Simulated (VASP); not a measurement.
# CdTe (F-43m) in VASP: notebook, part 2 of 3

VASP 6.6.1. Earlier steps stand in the parts before.

## Step 4: Single point, PBEsol+D4

Input file INCAR:

```
SYSTEM = CdTe
PREC     = Accurate       ! precision mode
ENCUT    = 500            ! plane-wave cutoff, eV
EDIFF    = 1E-6           ! SCF threshold, eV
ISMEAR   = 0              ! smearing method
SIGMA    = 0.01           ! smearing width, eV
LREAL    = .FALSE.        ! projectors in reciprocal space
LASPH    = .TRUE.         ! aspherical terms in the spheres
NELM     = 120            ! most SCF steps
ALGO     = Normal         ! electronic algorithm
ISIF     = 2              ! what is computed and relaxed
LWAVE    = .FALSE.        ! write WAVECAR
LCHARG   = .FALSE.        ! write CHGCAR
GGA      = PS             ! functional
IVDW     = 13             ! dispersion correction
NBANDS   = 16             ! bands
GGA_COMPAT= .FALSE.
```

Input file KPOINTS:

```
regular mesh
0
G
  4 4 4
  0 0 0
```

Input file POSCAR:

```
CdTe
1.0
    0.0000000000      3.2799012430      3.2799012430
    3.2799012430      0.0000000000      3.2799012430
    3.2799012430      3.2799012430      0.0000000000
Cd Te
1 1
Direct
    0.0000000000      0.0000000000      0.0000000000
    0.2500000000      0.2500000000      0.2500000000
```

Potentials or basis: VASP PAW PBE potentials, release 64 (Cd, Te).

Command:

```console
$ cat potpaw_PBE.64/Cd/POTCAR potpaw_PBE.64/Te/POTCAR > POTCAR
$ mpirun -np 1 vasp_std > vasp.out
```

OUTCAR:

```text
SYSTEM = CdTe
   PREC = Accurate
   ENCUT = 500
   EDIFF = 1E-6
   ISMEAR = 0
   LREAL = .FALSE.
   LASPH = .TRUE.
   NELM = 120
   ISIF = 2
   GGA = PS
   IVDW = 13

 ion  position               nearest neighbor table
   1  0.000  0.000  0.000-   2 2.84   2 2.84   2 2.84   2 2.84
   2  0.250  0.250  0.250-   1 2.84   1 2.84   1 2.84   1 2.84

  LATTYP: Found a face centered cubic cell.
 ALAT       =     6.5598024860

  Lattice vectors:

 A1 = (   0.0000000000,   3.2799012430,   3.2799012430)
 A2 = (   3.2799012430,   0.0000000000,   3.2799012430)
 A3 = (   3.2799012430,   3.2799012430,   0.0000000000)

Analysis of symmetry for initial positions (statically):
=====================================================================
 Subroutine PRICEL returns:
 Original cell was already a primitive cell.

 Routine SETGRP: Setting up the symmetry group for a
 face centered cubic supercell.

 Subroutine GETGRP returns: Found 24 space group operations
 (whereof 24 operations were pure point group operations)
 out of a pool of 48 trial point group operations.

The static configuration has the point symmetry T_d .

Analysis of symmetry for dynamics (positions and initial velocities):
=====================================================================
 Subroutine PRICEL returns:
 Original cell was already a primitive cell.

 Routine SETGRP: Setting up the symmetry group for a
 face centered cubic supercell.

 Subroutine GETGRP returns: Found 24 space group operations
 (whereof 24 operations were pure point group operations)
 out of a pool of 48 trial point group operations.

The dynamic configuration has the point symmetry T_d .

 Subroutine INISYM returns: Found 24 space group operations
 (whereof 24 operations are pure point group operations),
 and found     1 'primitive' translations

----------------------------------------------------------------------------------------

                                     Primitive cell

[... 93 lines left out ...]
     AMIX_MAG =   1.60;   BMIX_MAG =  1.00
  volume/ion in A,a.u.               =      35.28       238.11
  Fermi-wavevector in a.u.,A,eV,Ry     =   1.038233  1.961976 14.666102  1.077928
  Thomas-Fermi vector in A             =   2.172708
   LORBIT       =      0    0 simple, 1 ext, 2 COOP (PROOUT), +10 PAW based schemes
   GGA     = PS    functional components
   LHFCALC =     F    Hartree Fock is set to
   AEXX    =    0.0000 exact exchange contribution
   IVDW    =    13    specifies the selected vdW correction
   LEPSILON=     F    determine dielectric tensor
   LRPA    =     F    only Hartree local field effects (RPA)
 non-spin polarized calculation
 Gauss-broadening in eV      SIGMA  =   0.01
  energy-cutoff  :      500.00
  volume of cell :       70.57
 maximum number of plane-waves:      1812
 NGX is ok and might be reduce to    36
   NGX = 17   NGY = 17   NGZ = 17

 number of electron      18.0000006 magnetization

 Free energy of the ion-electron system (eV)
  ---------------------------------------------------
  ext. energy  EPLUGINS =         0.00000000
  ---------------------------------------------------
  free energy    TOTEN  =        -5.41946728 eV

  energy without entropy =       -5.41946728  energy(sigma->0) =       -5.41946728

 E-fermi :   1.9659     XC(G=0):  -8.6075

 val. band max:        1.9180312967   @ k =   0.0000   0.0000   0.0000
 cond. band min:       2.4587648061   @ k =   0.0000   0.0000   0.0000
 fundamental gap:      0.5407335094
 Fermi energy:         1.9659311395

 k-point     1 :       0.0000    0.0000    0.0000
  band No.  band energies     occupation
      1      -9.0874      2.00000
      2      -6.2507      2.00000
      3      -6.2507      2.00000
      4      -6.2507      2.00000
      5      -6.0144      2.00000
      6      -6.0144      2.00000
[... 129 lines left out ...]
      3      -6.1335      2.00000
      4      -6.0410      2.00000
      5      -6.0133      2.00000
      6      -5.4924      2.00000
[... 8 lines left out ...]
     15      12.8317      0.00000
     16      12.9790      0.00000

------------------------ aborting loop because EDIFF is reached ----------------------------------------

  DFT-D4 for vdW energy calculation

  Edisp (eV):   -0.41337

  FORCE on cell =-STRESS in cart. coord.  units (eV):
  Direction    XX          YY          ZZ          XY          YZ          ZX
  --------------------------------------------------------------------------------------
  -------------------------------------------------------------------------------------
  Total      -0.78875    -0.78875    -0.78875     0.00000     0.00000     0.00000
  in kB     -17.90759   -17.90759   -17.90759     0.00000     0.00000     0.00000
  external pressure =      -17.91 kB  Pullay stress =        0.00 kB

 VOLUME and BASIS-vectors are now :
 -----------------------------------------------------------------------------
  energy-cutoff  :      500.00
  volume of cell :       70.57
      direct lattice vectors                 reciprocal lattice vectors
     0.000000000  3.279901243  3.279901243    -0.152443614  0.152443614  0.152443614
     3.279901243  0.000000000  3.279901243     0.152443614 -0.152443614  0.152443614
     3.279901243  3.279901243  0.000000000     0.152443614  0.152443614 -0.152443614

 POSITION                                       TOTAL-FORCE (eV/Angst)
 -----------------------------------------------------------------------------------
      0.00000      0.00000      0.00000         0.000000      0.000000      0.000000
      1.63995      1.63995      1.63995        -0.000000     -0.000000     -0.000000
 -----------------------------------------------------------------------------------
    total drift:                                0.000000      0.000000      0.000000

  FREE ENERGIE OF THE ION-ELECTRON SYSTEM (eV)
  ---------------------------------------------------
  free  energy   TOTEN  =        -5.8328339805 eV

  energy  without entropy=       -5.8328339805  energy(sigma->0) =       -5.83283398
```

stdout:

```text
POSCAR found type information on POSCAR CdTe
 POSCAR found :  2 types and       2 ions
 scaLAPACK will be used
 -----------------------------------------------------------------------------
|                                                                             |
|                                                                             |
|     You enforced a specific xc type in the INCAR file but a different       |
|     I HOPE YOU KNOW WHAT YOU ARE DOING!                                     |
|                                                                             |
 -----------------------------------------------------------------------------

 LDA part: xc-table for (Slater+PW92), standard interpolation
 POSCAR, INCAR and KPOINTS ok, starting setup
 FFT: planning ... GRIDC
 FFT: planning ... GRID_SOFT
 FFT: planning ... GRID
 WAVECAR not read
 entering main loop
```

Wall time 10 s (1 thread of Intel Xeon Platinum 8259CL at 2.50GHz (Skylake/Cascade Lake), shared host); peak memory 0.2 GiB.

What came out:

```yaml
Free_energy: -5.8328 eV
Pressure: -1.8 GPa
Band_gap_on_the_k_mesh: 0.54 eV, direct
Dispersion_energy_per_atom: -0.207 eV
```

Levels at points of the mesh, in eV from the valence-band top:
```
           k point  band 5  band 6  band 7  band 8  band 9  band 10  band 11  band 12  band 13  band 14
(0.00, 0.00, 0.00)   -7.93   -7.93    0.00    0.00    0.00     0.54     4.55     4.55     4.55     7.24
(0.50, 0.00, 0.00)   -7.92   -7.61   -4.28   -0.73   -0.73     1.68     5.12     5.12     6.89     8.39
(0.50, 0.50, 0.00)   -7.90   -7.48   -4.19   -1.77   -1.77     2.55     2.59     8.53     8.87     8.87
```

Caveat: the PAW data sets were made with another functional, which shifts forces and pressure a little; spin-orbit coupling is left out, which moves the levels of the heavy elements.

## Step 5: Single point, PBEsol

Input file INCAR:

```
SYSTEM = CdTe
  ALGO = Normal
  EDIFF = 1E-6
  ENCUT = 500
  GGA = PS
  GGA_COMPAT = .False.
  ISIF = 2
  ISMEAR = 0
  LASPH = .True.
  LCHARG = .False.
  LREAL = .False.
  LWAVE = .False.
  NBANDS = 16
  NELM = 120
  PREC = Accurate
  SIGMA = 0.01
```

Input file KPOINTS:

```
k-points
0
Gamma
  4 4 4
  0 0 0
```

POSCAR is that of step 4.

Command:

```console
$ cat potpaw_PBE.64/Cd/POTCAR potpaw_PBE.64/Te/POTCAR > POTCAR
$ mpirun -np 1 vasp_std > vasp.out
```

Run time: 10 s. Hardware: 1 thread of Intel Xeon Platinum 8259CL at 2.50GHz (Skylake/Cascade Lake), shared host; peak memory 0.2 GiB.

Results (log left out):

```yaml
Free_energy: -5.4195 eV
Pressure: -0.9 GPa
Band_gap_on_the_k_mesh: 0.54 eV, direct
```

Levels at points of the mesh, in eV from the valence-band top:
```tsv
k point	band 6	band 7	band 8	band 9	band 10	band 11	band 12	band 13
(0.00, 0.00, 0.00)	-7.93	0.00	0.00	0.00	0.54	4.55	4.55	4.55
(0.50, 0.00, 0.00)	-7.61	-4.28	-0.73	-0.73	1.68	5.12	5.12	6.89
(0.50, 0.50, 0.00)	-7.48	-4.19	-1.77	-1.77	2.55	2.59	8.53	8.87
```

Caveat: the PAW data sets were made with another functional, which shifts forces and pressure a little; spin-orbit coupling is left out, which moves the levels of the heavy elements.

## Step 6: Single point, LDA

Input file INCAR:

```
ALGO = Normal ; EDIFF = 1E-6
ENCUT = 500 ; GGA = CA
GGA_COMPAT = False ; ISIF = 2
ISMEAR = 0 ; LASPH = True
LCHARG = True ; LELF = True
LREAL = False ; LVHAR = True
LWAVE = False ; NBANDS = 16
NELM = 120 ; PREC = Accurate
SIGMA = 0.01
```

Input file KPOINTS:

```
k-points
0
Gamma
  4 4 4
```

POSCAR is that of step 5.

Potentials or basis: VASP PAW LDA potentials, release 64 (Cd, Te).

Command:

```console
$ cat potpaw_LDA.64/Cd/POTCAR potpaw_LDA.64/Te/POTCAR > POTCAR
$ mpirun -np 1 vasp_std > vasp.out
```

Run time: 8.3 s. Hardware: 1 thread of Intel Xeon Platinum 8259CL at 2.50GHz (Skylake/Cascade Lake), shared host; peak memory 0.17 GiB.

It converged, with:

```yaml
Free_energy: -5.9482 eV
Pressure: -2.3 GPa
Band_gap_on_the_k_mesh: 0.42 eV, direct
```

Levels at points of the mesh, in eV from the valence-band top:
```
           k point  band 5  band 6  band 7  band 8  band 9  band 10  band 11  band 12  band 13  band 14
(0.00, 0.00, 0.00)   -7.97   -7.97    0.00    0.00    0.00     0.42     4.50     4.50     4.50     7.14
(0.50, 0.00, 0.00)   -7.96   -7.65   -4.31   -0.74   -0.74     1.60     5.08     5.08     6.80     8.30
(0.50, 0.50, 0.00)   -7.94   -7.52   -4.22   -1.78   -1.78     2.49     2.54     8.43     8.78     8.78
```

Caveat: spin-orbit coupling is left out, which moves the levels of the heavy elements.

[end of part 2 of 3]
